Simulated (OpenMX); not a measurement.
Write the native input for OpenMX 3.8.5 that does the following.

- Task: single point
- Functional: PBE
- Potentials or basis: OpenMX 2013 PBE set, Zn6.0H-s3p2d1, S7.0-s2p2d1f1, grid cutoff 700 Ry
- k mesh: 7 × 7 × 7
- Occupations: fermi-dirac, width 0.05 eV
- Spin: no spin polarisation
- Mixing scheme: rmm-diisk
- SCF threshold: 1e-08 Ha
- Solver: band
- Max SCF cycles: 100

Crystal: ZnS.

```
Zn S
1.0
     0.00000    2.70200    2.70200
     2.70200    0.00000    2.70200
     2.70200    2.70200    0.00000
Zn S
1 1
Direct
  0.75000 0.75000 0.75000
  0.01308 0.00000 0.00000
```

The cell isn't the ideal one: atom 2 moved by [0.0, 0.0354, 0.0354] A.

One way to write it, as run:

ZnS.dat

```
System.CurrrentDirectory             ./
System.Name                          ZnS
DATA.PATH                            ./DFT_DATA13
level.of.stdout                      1
level.of.fileout                     0
Species.Number                       2
<Definition.of.Atomic.Species
  Zn  Zn6.0H-s3p2d1          Zn_PBE13H
  S   S7.0-s2p2d1f1          S_PBE13
Definition.of.Atomic.Species>

Atoms.Number                         2
Atoms.SpeciesAndCoordinates.Unit     FRAC
<Atoms.SpeciesAndCoordinates
    1  Zn    0.7500000000    0.7500000000    0.7500000000  10.000 10.000
    2  S     0.0130848775    0.0000000000    0.0000000000   3.000  3.000
Atoms.SpeciesAndCoordinates>

Atoms.UnitVectors.Unit               Ang
<Atoms.UnitVectors
     0.0000000000    2.7020000000    2.7020000000
     2.7020000000    0.0000000000    2.7020000000
     2.7020000000    2.7020000000    0.0000000000
Atoms.UnitVectors>

scf.XcType                           GGA-PBE
scf.SpinPolarization                 off
scf.ElectronicTemperature            580.226
scf.energycutoff                     700.0
scf.maxIter                          100
scf.EigenvalueSolver                 band
scf.Kgrid                            7 7 7
scf.Mixing.Type                      rmm-diisk
scf.Init.Mixing.Weight               0.05
scf.Min.Mixing.Weight                0.001
scf.Max.Mixing.Weight                0.3
scf.Mixing.History                   25
scf.Mixing.StartPulay                8
scf.criterion                        1.0e-8
MD.Type                              nomd
scf.fixed.grid                       0.000000000000 0.000000000000 0.000000000000
```

Potentials or basis: OpenMX 2013 PBE set, Zn6.0H-s3p2d1, S7.0-s2p2d1f1, grid cutoff 700 Ry.

Launch:

```bash
$ openmx ZnS.dat -nt 1 > ZnS.std
```

Results of the run:

* Largest force: 0.340 eV/Å
* Band gap on the k mesh: 2.29 eV, direct
* Mulliken charges: Zn +0.34; S -0.34 e

Caveat: Mulliken charges move with the basis; the basis of atomic orbitals isn't converged, which shifts pressures, moduli and gaps.

Run time: 56 s on 1 thread of AMD EPYC 9R45 96-Core Processor (Zen 5), on a shared host, peak memory 1.2 GiB.
